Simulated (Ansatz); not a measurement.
# ZnO: tests of the settings

The task here is to estimate one member of a computed series from the others.

Method: DFT PBE, scalar-relativistic, plane waves, PAW for the base; runs at other levels say so in their headings and inputs, unless a step's input says otherwise, in Ansatz 0.2.0.

## The starting structure

The structure is tetragonal, space group P4_2/mnm (No. 136). The conventional cell has a = 5.518 Å, b = 5.518 Å, c = 3.259 Å, α = 90.00°, β = 90.00°, γ = 90.00°. Around Zn (site symmetry m2m) lie 4 O at 1.94 to 2.01 Å. Around O (site symmetry m2m) lie 4 Zn at 1.94 to 2.01 Å.

Coordinates:

```
Zn O
1.0
     5.51757    0.00000    0.00000
     0.00000    5.51757    0.00000
     0.00000    0.00000    3.25878
Zn O
4 4
Direct
  0.18197 0.18197 0.50000
  0.81803 0.81803 0.50000
  0.68197 0.31803 0.00000
  0.31803 0.68197 0.00000
  0.81725 0.18275 0.50000
  0.18275 0.81725 0.50000
  0.68275 0.68275 0.00000
  0.31725 0.31725 0.00000
```

Source of the structure: the Materials Project (structure only). It is taken as it stands there.

## The base run, which the others are set against

Input file input.yaml:

```yaml
crystal:
  lattice:
    - [5.51757007, 0.0, 0.0]
    - [0.0, 5.51757007, 0.0]
    - [0.0, 0.0, 3.25877877]
  atoms:
    - { symbol: Zn, position: [0.18197284, 0.18197284, 0.5] }
    - { symbol: Zn, position: [0.81802716, 0.81802716, 0.5] }
    - { symbol: Zn, position: [0.68197284, 0.31802716, 0.0] }
    - { symbol: Zn, position: [0.31802716, 0.68197284, 0.0] }
    - { symbol: O, position: [0.81724723, 0.18275277, 0.5] }
    - { symbol: O, position: [0.18275277, 0.81724723, 0.5] }
    - { symbol: O, position: [0.68275277, 0.68275277, 0.0] }
    - { symbol: O, position: [0.31724723, 0.31724723, 0.0] }
basis:
  ecutwfc: 420
kpoints:
  mp_grid: { grid: [6, 6, 8] }
hamiltonian:
  xc: pbe
scf:
  occupations: { method: gaussian, width: 0.02 }
output:
  forces: true
  stress: true
  eigenvalues: true
  populations: true
  write_density: true
  write_potential: true
  elf: true
  volumetric_format: npy
```

It was run beforehand and gave: -1943.3933 eV/atom at zero smearing, pressure 5.01 GPa, largest force 0.035 eV/Å, gap on the mesh 0.81 eV, in 7 SCF cycles and 15 s.

The first run:

Input file input.yaml:

```yaml
crystal:
  lattice:
    - [5.51757007, 0.0, 0.0]
    - [0.0, 5.51757007, 0.0]
    - [0.0, 0.0, 3.25877877]
  atoms:
    - { symbol: Zn, position: [0.18197284, 0.18197284, 0.5] }
    - { symbol: Zn, position: [0.81802716, 0.81802716, 0.5] }
    - { symbol: Zn, position: [0.68197284, 0.31802716, 0.0] }
    - { symbol: Zn, position: [0.31802716, 0.68197284, 0.0] }
    - { symbol: O, position: [0.81724723, 0.18275277, 0.5] }
    - { symbol: O, position: [0.18275277, 0.81724723, 0.5] }
    - { symbol: O, position: [0.68275277, 0.68275277, 0.0] }
    - { symbol: O, position: [0.31724723, 0.31724723, 0.0] }
basis:
  ecutwfc: 420
kpoints:
  mp_grid: { grid: [6, 6, 8] }
hamiltonian:
  xc: lda
scf:
  occupations: { method: gaussian, width: 0.02 }
output:
  forces: true
  stress: true
  eigenvalues: true
relax:
  adjacent_minimum: "off"
  f_tol: 0.01
  max_steps: 60
  cell: { stress_tol: 0.05 }
```

Started as:

```console
$ ansatz run input.yaml --threads 2 --pin off --max-ram 5120MiB --backend cpu --events-out ev --progress --plain --runs-dir out
```

Among the steps run: Relaxing with functional LDA; Relaxing with functional PBEsol; Relaxation, functional: PBE; Relaxing with functional r2SCAN.

One of the session's tables, all rows but one given; the rest of the session is left out.

```
functional  a (Å)  c (Å)  volume (Å³/atom)  gap on the mesh (eV)
       LDA  5.440  3.204             11.85                  0.78
    PBEsol  5.512  3.243             12.32                  0.71
       PBE  5.609  3.279             12.89                  0.76
    r2SCAN      ?      ?                 ?                     ?
```

**Question.** Estimate the row for r2SCAN.

The run gave: a (Å): 5.512; c (Å): 3.250; volume (Å³/atom): 12.34; gap on the mesh (eV): 1.21.

CPU times come from a shared host, so they are rough.
